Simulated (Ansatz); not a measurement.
Zr, DFT, PBE, PAW with Ansatz's default frozen-core files, scalar-relativistic (Ansatz 0.2.0), run on 1 thread of AMD EPYC 7B13 (Zen 3) on a shared host.

The cell is COD entry 9008523, as deposited and not checked against the literature; nothing was relaxed. The listed cell was then made from it by scaling, straining or moving an atom.

Command: `ansatz run input.yaml --threads 1 --pin off --max-ram 3072MiB --backend cpu --events-out ev --progress --plain --runs-dir out`

```yaml
crystal:
  lattice:
    - [3.2319982225, 0.0, 0.0]
    - [-1.6159991112, 2.7989925656, 0.0]
    - [0.0, 0.0, 4.99259]
  atoms:
    - { symbol: Zr, position: [0.3333333333, 0.6666666667, 0.25] }
    - { symbol: Zr, position: [0.6666666667, 0.3333333333, 0.75] }
kpoints:
  mp_grid: { grid: [13, 13, 7] }
scf:
  occupations: { method: fermi_dirac, width: 0.08 }
hamiltonian:
  xc: pbe
  pseudopotentials: { kind: paw }
output:
  forces: true
  stress: true
  eigenvalues: true
  efg: { contact_densities: true }
  write_density: true
  write_potential: true
  elf: true
  volumetric_format: npy
```

Question: How large is the problem that the program sets up?

Answer: 84 irreducible k-points, 905 plane waves at Γ, 16 bands.

Question: About how long does it take, and how much memory does it use?

Answer: 4 s of wall time for 6 SCF iterations, with a peak of 0.44 GiB. Times on shared machines scatter by tens of per cent.

Question: And the same cell and mesh by crystal-made all-electron datasets, asked for forces, stress, eigenvalues, efg, on the same hardware?

Answer: 7.8 s, peak memory 0.45 GiB.
